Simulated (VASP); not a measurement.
# GaN (F-43m) in VASP: further runs

One crystal, GaN, is run at these levels: PBE, LDA; tasks: band structure.

All numbers are computed with VASP 6.6.1; they aren't measurements. Logs are shortened: lines on timing, memory, paths and dates and some standing lists are left out, and cuts for length are marked.

## 1. The structure

Symmetry: F-43m, No. 216, cubic system. The conventional cell has a = 4.507 Å, b = 4.507 Å, c = 4.507 Å, α = 90.00°, β = 90.00°, γ = 90.00°. Ga (site symmetry -43m) is surrounded by 4 N at 1.95 Å. Around N (site symmetry -43m) lie 4 Ga at 1.95 Å.

The cell is a database's computed one.

## 2. Band structure, PBE, spin-orbit coupling, no magnetisation

The input, INCAR:

```
ALGO = Fast
EDIFF = 1E-7
ENCUT = 520
GGA = PE
GGA_COMPAT = F
ISIF = 2
ISMEAR = 0
KPAR = 2
LASPH = T
LCHARG = F
LORBIT = 11
LREAL = F
LSORBIT = T
LWAVE = F
MAGMOM = 0 0 0 0 0 0
NBANDS = 30
NELM = 80
PREC = Accurate
SIGMA = 0.02
```

The input, KPOINTS:

```
k-points
0
Gamma
  8 8 8
```

The input, POSCAR:

```
GaN
1.0
    0.0000000000      2.2535006075      2.2535006075
    2.2535006075      0.0000000000      2.2535006075
    2.2535006075      2.2535006075      0.0000000000
Ga N
1 1
Direct
    0.0000000000      0.0000000000      0.0000000000
    0.2500000000      0.2500000000      0.2500000000
```

The input, KPOINTS_OPT:

```
path GXWKGLUWLK,UX
15
line-mode
reciprocal
 0.0000000000  0.0000000000  0.0000000000  G
 0.5000000000  0.0000000000  0.5000000000  X

 0.5000000000  0.0000000000  0.5000000000  X
 0.5000000000  0.2500000000  0.7500000000  W

 0.5000000000  0.2500000000  0.7500000000  W
 0.3750000000  0.3750000000  0.7500000000  K

 0.3750000000  0.3750000000  0.7500000000  K
 0.0000000000  0.0000000000  0.0000000000  G

 0.0000000000  0.0000000000  0.0000000000  G
 0.5000000000  0.5000000000  0.5000000000  L

 0.5000000000  0.5000000000  0.5000000000  L
 0.6250000000  0.2500000000  0.6250000000  U

 0.6250000000  0.2500000000  0.6250000000  U
 0.5000000000  0.2500000000  0.7500000000  W

 0.5000000000  0.2500000000  0.7500000000  W
 0.5000000000  0.5000000000  0.5000000000  L

 0.5000000000  0.5000000000  0.5000000000  L
 0.3750000000  0.3750000000  0.7500000000  K

 0.6250000000  0.2500000000  0.6250000000  U
 0.5000000000  0.0000000000  0.5000000000  X
```

Potentials or basis: VASP PAW PBE potentials, release 64 (Ga_d, N).

Command:

```sh
> cat potpaw_PBE.64/Ga_d/POTCAR potpaw_PBE.64/N/POTCAR > POTCAR
> mpirun -np 2 vasp_ncl > vasp.out
```

OUTCAR:

```text
EDIFF = 1E-7
   ENCUT = 520
   GGA = PE
   ISIF = 2
   ISMEAR = 0
   LASPH = T
   LORBIT = 11
   LREAL = F
   LSORBIT = T
   NELM = 80
   PREC = Accurate

 ion  position               nearest neighbor table
   1  0.000  0.000  0.000-   2 1.95   2 1.95   2 1.95   2 1.95
   2  0.250  0.250  0.250-   1 1.95   1 1.95   1 1.95   1 1.95

  LATTYP: Found a face centered cubic cell.
 ALAT       =     4.5070012150

  Lattice vectors:

 A1 = (   0.0000000000,   2.2535006075,   2.2535006075)
 A2 = (   2.2535006075,   0.0000000000,   2.2535006075)
 A3 = (   2.2535006075,   2.2535006075,   0.0000000000)

Analysis of symmetry for initial positions (statically):
=====================================================================
 Subroutine PRICEL returns:
 Original cell was already a primitive cell.

 Routine SETGRP: Setting up the symmetry group for a
 face centered cubic supercell.

 Subroutine GETGRP returns: Found 24 space group operations
 (whereof 24 operations were pure point group operations)
 out of a pool of 48 trial point group operations.

The static configuration has the point symmetry T_d .

Analysis of symmetry for dynamics (positions and initial velocities):
=====================================================================
 Subroutine PRICEL returns:
 Original cell was already a primitive cell.

 Routine SETGRP: Setting up the symmetry group for a
 face centered cubic supercell.

 Subroutine GETGRP returns: Found 24 space group operations
 (whereof 24 operations were pure point group operations)
 out of a pool of 48 trial point group operations.

The dynamic configuration has the point symmetry T_d .

Analysis of structural, dynamic, and magnetic symmetry:
=====================================================================
 Subroutine PRICEL returns:
 Original cell was already a primitive cell.

 Routine SETGRP: Setting up the symmetry group for a
 face centered cubic supercell.
[... 963 lines left out ...]
  --------------------------------------------------------------------------------------
  -------------------------------------------------------------------------------------
  Total        0.7184486      0.7184486      0.7184486      0.0000000      0.0000000      0.0000000
  in kB       50.2925048     50.2925048     50.2925048      0.0000000      0.0000000      0.0000000
  external PRESSURE =      50.2925048 kB  Pullay stress =       0.0000000 kB

 VOLUME and BASIS-vectors are now :
 -----------------------------------------------------------------------------
  energy-cutoff  :      520.00
  volume of cell :       22.89
      direct lattice vectors                 reciprocal lattice vectors
     0.000000000  2.253500607  2.253500607    -0.221877020  0.221877020  0.221877020
     2.253500607  0.000000000  2.253500607     0.221877020 -0.221877020  0.221877020
     2.253500607  2.253500607  0.000000000     0.221877020  0.221877020 -0.221877020

 POSITION                                       TOTAL-FORCE (eV/Angst)
 -----------------------------------------------------------------------------------
      0.00000      0.00000      0.00000         0.000000      0.000000      0.000000
      1.12675      1.12675      1.12675        -0.000000     -0.000000     -0.000000
 -----------------------------------------------------------------------------------
    total drift:                                0.000002      0.000002      0.000002

  FREE ENERGIE OF THE ION-ELECTRON SYSTEM (eV)
  ---------------------------------------------------
  free  energy   TOTEN  =       -12.1481483891 eV

  energy  without entropy=      -12.1481483891  energy(sigma->0) =      -12.14814839

 Spin-Orbit-Coupling matrix elements

 Ion:    1  E_soc:     -0.0107774
 l=   1
     0.0000000    -0.0009750    -0.0009750
    -0.0009750     0.0000000    -0.0009750
    -0.0009750    -0.0009750     0.0000000
 l=   2
     0.0000000    -0.0001712     0.0000000    -0.0001712    -0.0006500
    -0.0001712     0.0000000    -0.0004875    -0.0001712    -0.0001625
     0.0000000    -0.0004875     0.0000000    -0.0004875     0.0000000
    -0.0001712    -0.0001712    -0.0004875     0.0000000    -0.0001625
    -0.0006500    -0.0001625     0.0000000    -0.0001625     0.0000000
 l=   3
     0.0000000     0.0000000     0.0000000     0.0000000     0.0000000     0.0000000     0.0000000
     0.0000000     0.0000000     0.0000000     0.0000000     0.0000000     0.0000000     0.0000000
     0.0000000     0.0000000     0.0000000     0.0000000     0.0000000     0.0000000     0.0000000
     0.0000000     0.0000000     0.0000000     0.0000000     0.0000000     0.0000000     0.0000000
     0.0000000     0.0000000     0.0000000     0.0000000     0.0000000     0.0000000     0.0000000
     0.0000000     0.0000000     0.0000000     0.0000000     0.0000000     0.0000000     0.0000000
     0.0000000     0.0000000     0.0000000     0.0000000     0.0000000     0.0000000     0.0000000

 Ion:    2  E_soc:     -0.0000960
 l=   1
     0.0000000    -0.0000160    -0.0000160
    -0.0000160     0.0000000    -0.0000160
    -0.0000160    -0.0000160     0.0000000
 l=   2
     0.0000000     0.0000000     0.0000000     0.0000000     0.0000000
     0.0000000     0.0000000     0.0000000     0.0000000     0.0000000
     0.0000000     0.0000000     0.0000000     0.0000000     0.0000000
     0.0000000     0.0000000     0.0000000     0.0000000     0.0000000
     0.0000000     0.0000000     0.0000000     0.0000000     0.0000000
 l=   3
     0.0000000     0.0000000     0.0000000     0.0000000     0.0000000     0.0000000     0.0000000
     0.0000000     0.0000000     0.0000000     0.0000000     0.0000000     0.0000000     0.0000000
     0.0000000     0.0000000     0.0000000     0.0000000     0.0000000     0.0000000     0.0000000
     0.0000000     0.0000000     0.0000000     0.0000000     0.0000000     0.0000000     0.0000000
     0.0000000     0.0000000     0.0000000     0.0000000     0.0000000     0.0000000     0.0000000
     0.0000000     0.0000000     0.0000000     0.0000000     0.0000000     0.0000000     0.0000000
     0.0000000     0.0000000     0.0000000     0.0000000     0.0000000     0.0000000     0.0000000

 total charge

# of ion       s       p       d       tot
------------------------------------------
    1        0.790   0.898  10.178  11.866
    2        1.225   2.519   0.000   3.743
--------------------------------------------------
tot          2.014   3.417  10.178  15.609

 magnetization (x)

# of ion       s       p       d       tot
------------------------------------------
    1       -0.000   0.000  -0.000   0.000
    2        0.000   0.000   0.000   0.000
--------------------------------------------------
tot          0.000   0.000  -0.000   0.000

 magnetization (y)

# of ion       s       p       d       tot
------------------------------------------
    1        0.000   0.000   0.000   0.000
    2        0.000   0.000   0.000   0.000
--------------------------------------------------
tot          0.000   0.000   0.000   0.000

 magnetization (z)

# of ion       s       p       d       tot
------------------------------------------
    1       -0.000   0.000  -0.000   0.000
    2       -0.000   0.000   0.000   0.000
--------------------------------------------------
tot         -0.000   0.000  -0.000   0.000
```

stdout:

```text
POSCAR found type information on POSCAR GaN
 POSCAR found :  2 types and       2 ions
 scaLAPACK will be used
 LDA part: xc-table for (Slater+PW92), standard interpolation
 POSCAR, INCAR and KPOINTS ok, starting setup
 FFT: planning ... GRIDC
 FFT: planning ... GRID_SOFT
 FFT: planning ... GRID
 WAVECAR not read
 entering main loop
 Start KPOINTS_OPT (optional k-point list driver)
k-point batch [1-43\150]
k-point batch [44-86\150]
k-point batch [87-129\150]
k-point batch [130-150\150]
```

Wall time 67 s (2 MPI ranks of AMD EPYC 9R45 (Zen 5), shared host); peak memory 0.22 GiB.

What came out:

| Property | Result |
| --- | --- |
| Free energy | -12.1481 eV |
| Pressure | 5.0 GPa |
| Valence electrons inside the program's atomic spheres | Ga 11.87; N 3.74 |

## 3. Band structure, LDA, spin-orbit coupling, no magnetisation

INCAR: that of step 2 with these lines changed.

```diff
@@ -3,3 +3,2 @@
 ENCUT = 520
-GGA = PE
 GGA_COMPAT = F
```

KPOINTS is that of step 2.

POSCAR is that of step 2.

KPOINTS_OPT is that of step 2.

Potentials or basis: VASP PAW LDA potentials, release 64 (Ga_d, N).

Command:

```sh
> cat potpaw_LDA.64/Ga_d/POTCAR potpaw_LDA.64/N/POTCAR > POTCAR
> mpirun -np 2 vasp_ncl > vasp.out
```

Run time: 64 s. Hardware: 2 MPI ranks of AMD EPYC 9R45 (Zen 5), shared host; peak memory 0.2 GiB.

Results (log left out):

* Free energy: -13.9383 eV
* Pressure: -5.6 GPa
* Valence electrons inside the program's atomic spheres: Ga 11.88; N 3.69
